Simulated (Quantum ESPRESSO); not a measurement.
The system is KBr.

```xyz
2
Lattice="0.0000 3.3000 3.3000 3.3000 0.0000 3.3000 3.3000 3.3000 0.0000" Properties=species:S:1:pos:R:3 pbc="T T T"
Br    3.3000    3.3000    3.3000
K     0.0000    0.0000    0.0000
```

Base run:

```yaml
Program: Quantum ESPRESSO 7.5
Functional: PBE
Potentials_or_basis: PseudoDojo 0.4.1 SR PBE standard
Cutoff: 1007 eV
Density_cutoff: 4027 eV
k_mesh: 7 × 7 × 7
Occupations: fermi-dirac, width 0.05 eV
Spin: no spin polarisation
```

Its results: band gap on the k mesh 4.44 eV, direct; pressure 0.7 GPa.

Task: The run is repeated on the same cell with these changes: potentials or basis from PseudoDojo 0.4.1 SR PBE standard to PseudoDojo 0.4 FR PBE standard; spin from no spin polarisation to spin-orbit coupling, no magnetisation. What comes out?

Result: Band gap on the k mesh 4.27 eV, direct; pressure 0.7 GPa.

Spin-orbit coupling splits the band edges, which narrows the gap.

Caveats: some levels on the path didn't converge.
